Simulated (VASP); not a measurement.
Here is a VASP 6.6.1 calculation.

Contents of POSCAR:

```
Cd
1.0
   -1.7760310000      1.7292220000      1.8365210000
    1.7249720000     -1.7343650000      1.7906050000
    1.8343850000      1.7927180000     -1.8416640000
Cd
1
Cartesian
    0.0675903625     -0.0080491886     -0.0950359638
```

Contents of INCAR.step1:

```
SYSTEM = Cd
  PREC = Accurate
  ENCUT = 520
  EDIFF = 1E-7
  ISMEAR = 1
  SIGMA = 0.1
  LREAL = .False.
  LASPH = .True.
  NELM = 100
  ALGO = Fast
  ISIF = 2
  LWAVE = .False.
  LCHARG = .True.
  GGA = B5
  ALDAX = 1.0
  AGGAX = 1.0
  AGGAC = 1.0
  ALDAC = 0.0
  IVDW = 12
  VDW_S6 = 1.0
  VDW_S8 = 2.6996
  VDW_A1 = 0.4298
  VDW_A2 = 4.2359
```

File KPOINTS.step1:

```
Automatic mesh
0
Gamma
  10 10 10
  0 0 0
```

INCAR.step2

```
SYSTEM = Cd
  PREC = Accurate
  ENCUT = 520
  EDIFF = 1E-7
  ISMEAR = 0
  SIGMA = 0.05
  LREAL = .False.
  LASPH = .True.
  NELM = 100
  ALGO = Fast
  ISIF = 2
  LWAVE = .False.
  LCHARG = .False.
  GGA = B5
  ALDAX = 1.0
  AGGAX = 1.0
  AGGAC = 1.0
  ALDAC = 0.0
  IVDW = 12
  VDW_S6 = 1.0
  VDW_S8 = 2.6996
  VDW_A1 = 0.4298
  VDW_A2 = 4.2359
  ICHARG = 11
```

KPOINTS.step2

```
path XGY,LGZ,NGM,RG
20
line-mode
reciprocal
 0.0000000000  0.5000000000 -0.5000000000  X
 0.0000000000  0.0000000000  0.0000000000  G

 0.0000000000  0.0000000000  0.0000000000  G
-0.5000000000  0.0000000000  0.5000000000  Y

-0.5000000000  0.5000000000  0.0000000000  L
 0.0000000000  0.0000000000  0.0000000000  G

 0.0000000000  0.0000000000  0.0000000000  G
 0.5000000000  0.0000000000  0.0000000000  Z

 0.5000000000  0.5000000000 -0.5000000000  N
 0.0000000000  0.0000000000  0.0000000000  G

 0.0000000000  0.0000000000  0.0000000000  G
 0.0000000000  0.0000000000  0.5000000000  M

 0.0000000000  0.5000000000  0.0000000000  R
 0.0000000000  0.0000000000  0.0000000000  G
```

Potentials or basis: VASP PAW PBE potentials, release 64 (Cd).

Command:

```console
$ cat potpaw_PBE.64/Cd/POTCAR > POTCAR
$ cp INCAR.step1 INCAR
$ cp KPOINTS.step1 KPOINTS
$ mpirun -np 1 vasp_std > vasp.out
$ cp INCAR.step2 INCAR
$ cp KPOINTS.step2 KPOINTS
$ mpirun -np 1 vasp_std > vasp.out
```

(1) What does it give for the band gap along the path?

(2) What does it give for the dispersion energy per atom?

Answers

(1) none (metal or under the smearing width).

(2) -0.971 eV.

Caveat: the log is that of the step along the path at fixed density, whose energy, stress, charges and moments have no meaning.
